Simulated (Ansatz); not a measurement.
Crystal: TiAl.

```xyz
2
Lattice="3.1791 0.0000 0.0000 0.0000 3.1791 0.0000 0.0000 0.0000 3.1791" Properties=species:S:1:pos:R:3 pbc="T T T"
Ti    0.0000    0.0000    0.0000
Al    1.5895    1.5895    1.5895
```

The cell comes from a database or a generator and needn't be the stable form of this composition.

Program: Ansatz 0.2.0. Alike in all runs: no spin polarisation; cell as given.

Problem. Order these runs on this cell by their pressure, lowest first.
A. level PBE0+D3(BJ)-ATM; potentials or basis Ansatz PAW; k mesh 5 × 5 × 5; cutoff (eV) 420; smearing fermi-dirac 0.05 eV; mesh quality coarse
B. level r2SCAN50; potentials or basis Ansatz PAW; k mesh 6 × 6 × 6; cutoff (eV) 500; smearing fermi-dirac 0.15 eV; mesh quality not flagged
C. level HSE03; potentials or basis JTH PAW; k mesh 6 × 6 × 6; cutoff (eV) 1230; smearing fermi-dirac 0.01 eV; mesh quality not flagged

Solution. A (-7.1 GPa), B (-4.8 GPa), C (-1.5 GPa).

Caveats: some runs use coarse meshes; the thresholds are loose for stress; the PAW data sets come from PBE, with cores solved anew for the run's functional, which leaves a small shift of forces and pressure (some runs); pairwise dispersion overbinds metals, which lowers pressure and volume (some runs).
